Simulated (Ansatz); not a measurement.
## Random alloy of the monolayer 2H MoS2-WS2 line, x = 0.76 (75 atoms): geometry optimisation

Wanted: the relaxed structure of random alloy of the monolayer 2H MoS2-WS2 line, x = 0.76 (75 atoms) and its electronic structure.

Program: Ansatz 0.2.0. Level of theory: Kohn-Sham DFT, PBE, PAW (set soft_2), plane waves. Results are calculated unless marked as measured.

## (1) The starting structure

The cell holds 75 atoms: 6 Mo, 50 S and 19 W. Its edges and angles: a = 15.900 Å, b = 15.900 Å, c = 18.500 Å, α = 90.0°, β = 90.0°, γ = 120.0°. It derives from MoS2 (monolayer 2H MoS2-WS2) and WS2, repeated 5×5×1. Monolayer 2H MoS2-WS2: 75 atoms, 19 of 25 Mo sites given to W at random, cell and internal coordinates interpolated linearly between the end members (Vegard's rule); not relaxed, displaced by a Gaussian of 0.02 Å. Lattice constants are starting values near those of PBE. Vacuum lies along c.

Limits known from the start: The host structure and its lattice constant were typed by rule, without a check against the phase diagram. Only the Γ point is sampled in the main run, in a cell whose shortest periodic width is 14 Å. The levels lack spin–orbit coupling, which is large for the heavy elements here.

## (2) Single point at the start

The forces at the start show how far the geometry lies from a minimum of this functional.

input.yaml reads:

```yaml
crystal:
  lattice:
    - [15.9, 0.0, 0.0]
    - [-7.95, 13.7698, 0.0]
    - [0.0, 0.0, 18.5]
  atoms:
    - { symbol: Mo, position: [0.0016, 0.99911, 0.49943] }
    - { symbol: S, position: [0.13261, 0.06792, 0.58231] }
    - { symbol: S, position: [0.13498, 0.06556, 0.41555] }
    - { symbol: W, position: [0.00075, 0.20212, 0.49777] }
    - { symbol: S, position: [0.13265, 0.26611, 0.58602] }
    - { symbol: S, position: [0.13182, 0.26642, 0.41425] }
    - { symbol: W, position: [0.00048, 0.40085, 0.49881] }
    - { symbol: S, position: [0.13543, 0.46798, 0.58534] }
    - { symbol: S, position: [0.13397, 0.46567, 0.41507] }
    - { symbol: Mo, position: [0.99863, 0.59961, 0.50057] }
    - { symbol: S, position: [0.13218, 0.66609, 0.58405] }
    - { symbol: S, position: [0.13178, 0.66569, 0.41519] }
    - { symbol: Mo, position: [0.99876, 0.80034, 0.50179] }
    - { symbol: S, position: [0.13413, 0.86639, 0.58384] }
    - { symbol: S, position: [0.13362, 0.86912, 0.41526] }
    - { symbol: W, position: [0.19934, 0.00028, 0.50227] }
    - { symbol: S, position: [0.33393, 0.06756, 0.58512] }
    - { symbol: S, position: [0.33206, 0.06501, 0.41483] }
    - { symbol: Mo, position: [0.20016, 0.20085, 0.50091] }
    - { symbol: S, position: [0.33471, 0.26708, 0.58575] }
    - { symbol: S, position: [0.33329, 0.26849, 0.41576] }
    - { symbol: W, position: [0.19998, 0.40071, 0.49992] }
    - { symbol: S, position: [0.33586, 0.46887, 0.58716] }
    - { symbol: S, position: [0.33053, 0.46457, 0.41466] }
    - { symbol: W, position: [0.20084, 0.60127, 0.50034] }
    - { symbol: S, position: [0.33057, 0.66622, 0.58569] }
    - { symbol: S, position: [0.33418, 0.66777, 0.41496] }
    - { symbol: Mo, position: [0.19988, 0.80027, 0.50044] }
    - { symbol: S, position: [0.33367, 0.86684, 0.58407] }
    - { symbol: S, position: [0.3339, 0.86684, 0.41642] }
    - { symbol: W, position: [0.40164, 0.00027, 0.49959] }
    - { symbol: S, position: [0.53284, 0.06728, 0.58488] }
    - { symbol: S, position: [0.53293, 0.06673, 0.41453] }
    - { symbol: W, position: [0.40055, 0.19935, 0.50132] }
    - { symbol: S, position: [0.53427, 0.26753, 0.58361] }
    - { symbol: S, position: [0.53408, 0.26774, 0.41417] }
    - { symbol: W, position: [0.39969, 0.40005, 0.49852] }
    - { symbol: S, position: [0.53434, 0.4679, 0.58387] }
    - { symbol: S, position: [0.53282, 0.46476, 0.41516] }
    - { symbol: W, position: [0.39878, 0.60163, 0.50044] }
    - { symbol: S, position: [0.53274, 0.66554, 0.58617] }
    - { symbol: S, position: [0.53446, 0.66397, 0.41654] }
    - { symbol: Mo, position: [0.40229, 0.80049, 0.4987] }
    - { symbol: S, position: [0.53429, 0.8664, 0.58414] }
    - { symbol: S, position: [0.53219, 0.86747, 0.41606] }
    - { symbol: W, position: [0.59959, 0.00076, 0.49876] }
    - { symbol: S, position: [0.73438, 0.06673, 0.5846] }
    - { symbol: S, position: [0.73384, 0.06793, 0.41601] }
    - { symbol: W, position: [0.60077, 0.2002, 0.50008] }
    - { symbol: S, position: [0.73428, 0.267, 0.58554] }
    - { symbol: S, position: [0.73118, 0.26313, 0.41633] }
    - { symbol: W, position: [0.60307, 0.40064, 0.49989] }
    - { symbol: S, position: [0.73308, 0.46649, 0.58482] }
    - { symbol: S, position: [0.73155, 0.46592, 0.41412] }
    - { symbol: W, position: [0.6001, 0.59957, 0.50054] }
    - { symbol: S, position: [0.73383, 0.6681, 0.58503] }
    - { symbol: S, position: [0.73471, 0.66391, 0.4145] }
    - { symbol: W, position: [0.60297, 0.80367, 0.49973] }
    - { symbol: S, position: [0.73322, 0.86634, 0.58624] }
    - { symbol: S, position: [0.73347, 0.86765, 0.41486] }
    - { symbol: W, position: [0.79863, 0.00046, 0.50054] }
    - { symbol: S, position: [0.93488, 0.06651, 0.58413] }
    - { symbol: S, position: [0.93422, 0.06702, 0.41551] }
    - { symbol: W, position: [0.80075, 0.20169, 0.5004] }
    - { symbol: S, position: [0.93654, 0.26828, 0.58551] }
    - { symbol: S, position: [0.93172, 0.26754, 0.41566] }
    - { symbol: W, position: [0.80178, 0.40152, 0.49957] }
    - { symbol: S, position: [0.93396, 0.46585, 0.58691] }
    - { symbol: S, position: [0.93038, 0.46411, 0.41342] }
    - { symbol: W, position: [0.79807, 0.59837, 0.50211] }
    - { symbol: S, position: [0.93195, 0.66472, 0.586] }
    - { symbol: S, position: [0.9317, 0.66487, 0.41615] }
    - { symbol: W, position: [0.80047, 0.79937, 0.50152] }
    - { symbol: S, position: [0.93467, 0.86902, 0.58534] }
    - { symbol: S, position: [0.93537, 0.86683, 0.41388] }
kpoints:
  mp_grid: { grid: [1, 1, 1] }
hamiltonian:
  xc: pbe
scf:
  occupations: { method: fermi_dirac, width: 0.025 }
output:
  forces: true
```

Launch:

```
> ansatz run input.yaml --threads 5 --pin off --max-ram 76800MiB --backend cuda --events-out ev --progress --plain --runs-dir out
```

Numbers of over 12 decimals in the logs are rounded to 6 here.

Log:

```text
Engine: ansatz 0.2.0, x86_64-unknown-linux-gnu
Pseudopotentials: kind: paw
Pseudopotential: Mo, paw, valence charge 14, recommended cutoff 420 eV (normal), Mo.paw.azcp
Pseudopotential: S, paw, valence charge 6, recommended cutoff 420 eV (normal), S.paw.azcp
Pseudopotential: W, paw, valence charge 14, recommended cutoff 420 eV (normal), W.paw.azcp
[... 5 lines on functional and potentials left out ...]
device memory: the entry about to start is reckoned to put 6.8 GiB on a device that reports 78.5 GiB free
GPU FFT provider: cuFFT
GPU libraries: cuBLAS 13.8.2, cuFFT 12.4.0, cuSOLVER 12.3.4
Crystal: 75 atoms, lattice volume = 4050.387 Å³
Basis set: ecut = 420 eV, 79165 PW (Γ), exchange–correlation on 216×216×250 points (8 copies of the dense FFT grid, shifted against one another)
Bands: 400, of which v1, the nominal top of the filled ones, is band 325 counted from 1 (324 counted from 0)
Symmetry: 1 space group operations
Space group: P1 (ITA 1), of the structure as read, at distance tolerance 1.6e-4 Å
k-points: 1
[... 7 lines on functional and potentials left out ...]
Initial density: superposition of atomic densities (neutral atoms: chi_scale 0, normalization atom), corrected by the library's trained network
Initial wavefunctions: pseudopotential atomic-orbital guess
GPU buffer pool allocated for 1458000 grid points (all kernels)
GPU transforms: local potential and band sums: pruned to the plane-wave sphere, on 108×108×125
Functional: x = pbe(κ = 0.804, μ = 0.219515), c = pbe(β = 0.066725)
SCF iter   1: F=—  HF=-272213.467213 eV  |F-HF|=—  |Δ(HF+E_count)|=         —  Δρ=3.42e-3  dr2=8.07e-1  ethr=1.77e-3  ⟨swp⟩=8.0  Hψ=1760  notcnv=0  defer=9
preconditioner: auto → Resta (q_TF=auto, 2.011 Å⁻¹)  ε∞=3.3  [insulator: Δε(μ)=2.016 eV  Ē_g=8.102 eV  σ=0.025 eV  W_gap=1.00  n_scr=538 (ndim 8)  ℏωp=12.4 eV  f_vac=0.638  D(μ)=0.00/eV (n_scr^D=0)  ε∞_Penn≈3.3  vacuum switching on, ρ_ref=4.8e-3 e/Å³]
SCF iter   2: F=—  HF=-272213.565606 eV  |F-HF|=—  |Δ(HF+E_count)|=   9.84e-2  Δρ=2.52e-3  dr2=7.04e-1  ethr=1.24e-4  ⟨swp⟩=3.0  Hψ=668  notcnv=0  defer=63
SCF iter   3: F=—  HF=-272213.529146 eV  |F-HF|=—  |Δ(HF+E_count)|=   3.65e-2  Δρ=1.46e-3  dr2=7.36e-2  ethr=1.08e-4  ⟨swp⟩=5.0  Hψ=502  notcnv=0  defer=40
automatic band count: iteration 3 solves 377 bands in place of 400: the levels show a gap, and the empty bands left out lie too high to hold charge; the band table lists the bands solved (type scf.n_extra_bands for more)
SCF iter   4: F=—  HF=-272213.567934 eV  |F-HF|=—  |Δ(HF+E_count)|=   3.88e-2  Δρ=7.54e-4  dr2=2.99e-2  ethr=1.13e-5  ⟨swp⟩=2.0  Hψ=637  notcnv=0  defer=40
SCF iter   5: F=—  HF=-272213.576768 eV  |F-HF|=—  |Δ(HF+E_count)|=   8.83e-3  Δρ=1.51e-4  dr2=1.60e-3  ethr=4.61e-6  ⟨swp⟩=2.0  Hψ=498  notcnv=0  defer=40
SCF iter   6: F=—  HF=-272213.575040 eV  |F-HF|=—  |Δ(HF+E_count)|=   1.73e-3  Δρ=9.57e-5  dr2=8.06e-4  ethr=2.47e-7  ⟨swp⟩=3.0  Hψ=566  notcnv=0  defer=40
SCF iter   7: F=—  HF=-272213.575015 eV  |F-HF|=—  |Δ(HF+E_count)|=   2.48e-5  Δρ=5.83e-5  dr2=3.70e-4  ethr=1.24e-7  ⟨swp⟩=2.0  Hψ=493  notcnv=0  defer=40
SCF iter   8: F=—  HF=-272213.574937 eV  |F-HF|=—  |Δ(HF+E_count)|=   7.78e-5  Δρ=2.77e-5  dr2=9.91e-5  ethr=5.69e-8  ⟨swp⟩=3.0  Hψ=494  notcnv=0  defer=40
SCF iter   9: F=—  HF=-272213.577610 eV  |F-HF|=—  |Δ(HF+E_count)|=   2.67e-3  Δρ=1.45e-5  dr2=1.06e-5  ethr=1.52e-8  ⟨swp⟩=2.0  Hψ=513  notcnv=0  defer=40
SCF iter  10: F=—  HF=-272213.577610 eV  |F-HF|=—  |Δ(HF+E_count)|=   1.81e-7  Δρ=8.19e-6  dr2=5.82e-6  ethr=1.64e-9  ⟨swp⟩=3.0  Hψ=533  notcnv=0  defer=40
SCF iter  11: F=—  HF=-272213.577611 eV  |F-HF|=—  |Δ(HF+E_count)|=   3.98e-7  Δρ=5.89e-6  dr2=4.74e-6  ethr=8.96e-10  ⟨swp⟩=3.0  Hψ=514  notcnv=0  defer=40
SCF iter  12: F=—  HF=-272213.577610 eV  |F-HF|=—  |Δ(HF+E_count)|=   5.03e-7  Δρ=1.78e-6  dr2=3.63e-7  ethr=7.30e-10  ⟨swp⟩=3.0  Hψ=493  notcnv=0  defer=40
SCF iter  13: F=-272213.577610 eV  HF=-272213.577610 eV  |F-HF|=1.58e-7  |Δ(HF+E_count)|=   2.42e-8  Δρ=8.19e-7  dr2=2.54e-8  ethr=1.54e-11  ⟨swp⟩=5.0  Hψ=1398  notcnv=0
SCF 1 converged in 13 iterations: F = -272213.577610 eV  dr2 = 2.54e-8
  greatest PAW one-centre occupation: 1.000 electrons in one spin orbital (limit 2), on the W atom at site 39 (counted from 0), in its partial waves of l = 0
SCF converged after 13 iterations
Free energy (F): -272213.577610 eV
Harris-Foulkes:  -272213.577610 eV  (|F-HF|=1.58e-7)
Internal energy: -272213.577610 eV  (E = F + TS)
E sigma→0 (E₀):  -272213.577610 eV
Fermi energy:    0.664383 eV
--- Per-component energies (eV) ---
  E_band       = -11714.328928
  E_kinetic    = 16571.993731
  E_local      = -353745.795119  (includes V_loc(G=0)·N_el)
  E_nonlocal   = 2282.623503
  E_hartree    = 168481.893843
  E_xc         = -11041.917022
  E_vxc        = -10301.522210  (∫ρ·V_xc dr)
  E_paw        = -211907.338935  (= ΣΔE_a)
  E_vpaw       = -3485.387150  (= ΣTr[D̂ρ^β])
  E_aug_tail   = -0.000850  (compensation charges beyond the density's cutoff)
  E_ewald      = 117144.963238
  E_smearing   = -0.000000  (= −TS)
  E_closure    = 0.000000  (closes the sum)
  Σ components = -272213.577610   (vs F -272213.577610, Δ=0.00e0)
--- Forces (eV/Å), atoms counted from 1 ---
  atom   1  Mo    -0.65603997     0.14787827    -0.34234306
  atom   2  S      0.13345684    -0.05437831     1.02216914
  atom   3  S     -0.14733240     0.32208302    -0.00768015
  atom   4  W      0.12654251    -0.50603903     1.09734705
  atom   5  S     -0.11376872     0.21977972    -0.41903370
  atom   6  S      0.35416354     0.19652116     0.05111473
  atom   7  W     -0.13170746     0.12083520     0.74887733
  atom   8  S     -0.30612122    -0.10184711    -0.19770895
  atom   9  S     -0.19031513     0.37875192    -0.12760224
  atom  10  Mo     0.28226411    -0.48215478    -0.25347702
  atom  11  S      0.05577363     0.12077273     0.20568985
  atom  12  S      0.03231628     0.17148384     0.14219769
  atom  13  Mo     0.40048695    -0.29040873    -0.74994507
  atom  14  S     -0.22221708    -0.02600182     0.62578499
[...]
atom  74  S     -0.09201969    -0.26325406     0.15874459
  atom  75  S     -0.35109351    -0.25287990     0.50474994
  max |Σ_I F_I| component: 2.59e-5 eV/Å
```

It took 4.5 s on 1 × NVIDIA H100 80GB HBM3 with 5 threads of AMD EPYC 7R13 (Zen 3), shared host; peak memory 1.7 GiB; 5.5 s of CPU time.

The column dr2 measures how far the density is from self-consistency, as an energy; F and HF (Harris–Foulkes) agree once it is small.

That memory is the host's; the program planned up to 6.8 GiB on the GPU.

Read from the output:

```yaml
free_energy: -272213.5776 eV
free_energy_per_atom: -3629.5144 eV/atom
scf_cycles: 13
r_m_s_force_component: 0.3927 eV/Å
longest_force: 1.42 eV/Å
fermi_energy: 0.6644 eV
```

The r.m.s. force component of 0.39 eV/Å sets the starting point.

Length of the force by element:

```csv
element,coordination,atoms,mean length of the force (eV/Å),spread,least,most
Mo,all,6,0.788,0.273,0.551,1.34
S,all,50,0.472,0.195,0.208,1.03
W,all,19,0.919,0.272,0.384,1.42
```

## (3) Relaxation

The atoms are relaxed in the fixed cell, aiming at the force tolerance of the input.

Edit input.yaml of step 2 so:

```diff
@@ -15 +15,4 @@
   forces: true
+relax:
+  f_tol: 0.04
+  max_steps: 150
```

Log:

```text
[...]
GPU FFT provider: cuFFT
GPU libraries: cuBLAS 13.8.2, cuFFT 12.4.0, cuSOLVER 12.3.4
Crystal: 75 atoms, lattice volume = 4050.387 Å³
Basis set: ecut = 420 eV, 79165 PW (Γ), exchange–correlation on 216×216×250 points (8 copies of the dense FFT grid, shifted against one another)
Bands: 400, of which v1, the nominal top of the filled ones, is band 325 counted from 1 (324 counted from 0)
Symmetry: 1 space group operations
[...]
k-points: 1
[...]
GPU buffer pool allocated for 1458000 grid points (all kernels)
[...]
SCF iter   1: F=—  HF=-272213.467208 eV  |F-HF|=—  |Δ(HF+E_count)|=         —  Δρ=3.42e-3  dr2=8.07e-1  ethr=1.77e-3  ⟨swp⟩=8.0  Hψ=1760  notcnv=0  defer=9
[...]
SCF iter   9: F=-272213.577607 eV  HF=-272213.577610 eV  |F-HF|=3.04e-6  |Δ(HF+E_count)|=   1.19e-5  Δρ=1.45e-5  dr2=1.10e-5  ethr=6.15e-9  ⟨swp⟩=3.0  Hψ=1482  notcnv=0
SCF 1 converged in 9 iterations: F = -272213.577607 eV  dr2 = 1.10e-5
[...]
relax step   1: F+E_penalty+E_count = -272213.57760711 eV  Δ(F+E_penalty+E_count) = +0.000e0 eV  max|allowed force component| = 1.372e0 eV/Å  Δτ_max = 0.0000 Å  (9 SCF iters, dr2 threshold 4.00e-5 eV, accepted)
[...]
relax step   2: F+E_penalty+E_count = -272213.92459392 eV  Δ(F+E_penalty+E_count) = -3.470e-1 eV  max|allowed force component| = 7.030e-1 eV/Å  Δτ_max = 0.1108 Å  (7 SCF iters, dr2 threshold 1.00e-4 eV, accepted)
[...]
relax step   3: F+E_penalty+E_count = -272214.24213473 eV  Δ(F+E_penalty+E_count) = -3.175e-1 eV  max|allowed force component| = 1.217e-2 eV/Å  Δτ_max = 0.0550 Å  (8 SCF iters, dr2 threshold 3.09e-5 eV, accepted)
[...]
relax step   4: F+E_penalty+E_count = -272214.24213596 eV  Δ(F+E_penalty+E_count) = -1.225e-6 eV  max|allowed force component| = 1.226e-2 eV/Å  Δτ_max = 0.0000 Å  (5 SCF iters, accepted)
SCF converged after 5 iterations
Free energy (F): -272214.242136 eV
[...]
Internal energy: -272214.242136 eV  (E = F + TS)
E sigma→0 (E₀):  -272214.242136 eV
Fermi energy:    0.675008 eV
[...]
--- Forces (eV/Å), atoms counted from 1 ---
  atom   1  Mo    -0.00283436     0.00575912    -0.00089613
  atom   2  S      0.00016860     0.00054302    -0.00481052
  atom   3  S      0.00496060    -0.00695802     0.00713163
  atom   4  W      0.00732080     0.00112590     0.00159511
  atom   5  S     -0.00411469     0.00299022     0.00709685
  atom   6  S     -0.00051860     0.00059717    -0.00663224
  atom   7  W      0.00084475     0.00416036    -0.00060890
  atom   8  S      0.00455086     0.00258476     0.00784188
  atom   9  S      0.00742974     0.00566072    -0.00316891
  atom  10  Mo    -0.00501595     0.00367822     0.00337049
  atom  11  S     -0.00383952    -0.00146664     0.00067819
  atom  12  S     -0.00340182     0.00054982     0.00166293
  atom  13  Mo     0.00374828    -0.01126872     0.00362562
  atom  14  S     -0.00607284    -0.00264140    -0.00593744
[...]
atom  74  S      0.00692390     0.00096383     0.00019061
  atom  75  S      0.00609277    -0.00116551    -0.00059114
  max |Σ_I F_I| component: 7.76e-6 eV/Å
--- Relaxed structure (4 steps of the walk, 4 accepted, 0 SCFs on fresh bases) ---
  F+E_penalty+E_count = -272214.24213596 eV   max|allowed force component| = 1.226e-2 eV/Å
  atoms:
    - { symbol: Mo, position: [0.000118086, 0.999945, 0.500045] }
    - { symbol: S, position: [0.133320, 0.066434, 0.584849] }
    - { symbol: S, position: [0.133330, 0.066508, 0.415206] }
    - { symbol: W, position: [6.169518916568362e-5, 0.200068, 0.500118] }
[...]
- { symbol: S, position: [0.933266, 0.866788, 0.415203] }
```

It took 7.5 s on 1 × NVIDIA H100 80GB HBM3 with 5 threads; peak memory 1.8 GiB; 12 s of CPU time.

That memory is the host's; the program planned up to 6.8 GiB on the GPU.

The steps of the relaxation:

```csv
step,energy less that of the first step (eV),largest force component (eV/Å)
1,0.0000,1.3719
2,-0.3470,0.7030
3,-0.6645,0.0122
4,-0.6645,0.0123
```

The atoms that moved most (Å):

```csv
atom,dx,dy,dz,length
S42,-0.043,0.040,-0.026,0.064
S57,-0.039,0.042,0.012,0.058
S23,-0.024,-0.036,-0.040,0.058
S2,0.023,-0.021,0.047,0.056
W70,0.029,0.029,-0.038,0.055
S69,0.027,0.033,0.034,0.055
S51,0.007,0.047,-0.022,0.052
W4,0.005,-0.028,0.043,0.052
```

The relaxation changed the energy by -8.86 meV/atom, and atoms moved by 0.033 Å r.m.s., 0.064 Å at most.

## (4) Structure statistics after relaxation

Bonds before and after, by the cutoffs listed below:

```csv
pair,bonds before,bonds after,mean before (Å),mean after (Å),spread before (Å),spread after (Å)
S-W,114,114,2.418,2.417,0.026,0.003
S-Mo,36,36,2.415,2.416,0.025,0.002
```

Normalised to the volume that the atoms fill. g(r), total and by pair (bins of 0.2 Å):

```csv
r (Å),total,S-S,S-W,S-Mo,W-W,W-Mo,Mo-Mo
2.40,4.07,0.00,9.15,9.15,0.00,0.00,0.00
2.60,0.00,0.00,0.00,0.00,0.00,0.00,0.00
2.80,0.00,0.00,0.00,0.00,0.00,0.00,0.00
3.00,0.00,0.00,0.00,0.00,0.00,0.00,0.00
3.20,3.97,6.25,0.00,0.00,11.10,9.35,14.85
3.40,0.00,0.00,0.00,0.00,0.00,0.00,0.00
3.60,0.00,0.00,0.00,0.00,0.00,0.00,0.00
3.80,0.00,0.00,0.00,0.00,0.00,0.00,0.00
4.00,1.51,0.00,3.40,3.41,0.00,0.00,0.00
4.20,0.00,0.00,0.00,0.00,0.00,0.00,0.00
4.40,1.20,2.69,0.00,0.00,0.00,0.00,0.00
4.60,0.00,0.00,0.00,0.00,0.00,0.00,0.00
4.80,0.00,0.00,0.00,0.00,0.00,0.00,0.00
5.00,0.33,0.00,0.82,0.46,0.00,0.00,0.00
5.20,1.50,0.00,3.29,3.65,0.00,0.00,0.00
5.40,0.03,0.01,0.00,0.00,0.33,0.00,0.00
5.60,1.15,1.75,0.00,0.00,3.10,3.87,2.45
5.80,0.00,0.00,0.00,0.00,0.00,0.00,0.00
6.00,0.00,0.00,0.00,0.00,0.00,0.00,0.00
6.20,0.00,0.00,0.00,0.00,0.00,0.00,0.00
6.40,1.48,2.67,0.00,0.00,2.58,2.90,1.85
6.60,0.00,0.00,0.00,0.00,0.00,0.00,0.00
6.80,1.03,0.00,2.33,2.33,0.00,0.00,0.00
7.00,0.42,0.94,0.00,0.00,0.00,0.00,0.00
7.20,0.06,0.13,0.00,0.00,0.00,0.00,0.00
7.40,0.00,0.00,0.00,0.00,0.00,0.00,0.00
7.60,0.42,0.00,0.95,0.95,0.00,0.00,0.00
7.80,0.00,0.00,0.00,0.00,0.00,0.00,0.00
```

Bonds by pair of elements; cutoffs follow the first minimum of g(r), held within bounds set by covalent radii, and pairs that aren't listed don't count as bonded:

```csv
pair A-B,cutoff (Å),bonds,mean length (Å),spread (Å),shortest (Å),B about A,A about B
S-W,3.12,114,2.42,0.003,2.41,2.28,6
S-Mo,3.03,36,2.42,0.002,2.41,0.72,6
```

How many atoms have how many bonded neighbours:

```csv
element,mean,3,6
Mo,6,0,6
S,3,50,0
W,6,0,19
```

Bond angles, per cent of each kind in bins of 5°:

```csv
angle (°),S-W-S,W-S-W,S-Mo-S,Mo-S-W,Mo-S-Mo
80–85,60.0,100.0,60.0,100.0,100.0
85–90,0.0,0.0,0.0,0.0,0.0
90–95,0.0,0.0,0.0,0.0,0.0
95–100,0.0,0.0,0.0,0.0,0.0
100–105,0.0,0.0,0.0,0.0,0.0
105–110,0.0,0.0,0.0,0.0,0.0
110–115,0.0,0.0,0.0,0.0,0.0
115–120,0.0,0.0,0.0,0.0,0.0
120–125,0.0,0.0,0.0,0.0,0.0
125–130,0.0,0.0,0.0,0.0,0.0
130–135,0.0,0.0,0.0,0.0,0.0
135–140,40.0,0.0,40.0,0.0,0.0
```

Bond angles (no mean is given where the spread exceeds 20°):

```csv
angle,count,mean (°),spread (°)
S-W-S,285,-,-
W-S-W,90,82.3,0.1
S-Mo-S,90,-,-
Mo-S-W,48,82.3,0.1
Mo-S-Mo,12,82.4,0.1
```

With the cutoffs above, all Mo atoms have 6, all S atoms have 3 and all W atoms have 6 bonded neighbours.

[end of part 1 of 3]

[Logs are printed without paths, hosts, clocks, repeated set-up lines and the standing remarks that a program may print on its own settings, such as how far it seeks lower states.]

[Hosts, paths, dates, database ids (printed as entryN), source tags and the programs' standing remarks are cut or masked in the printed files.]
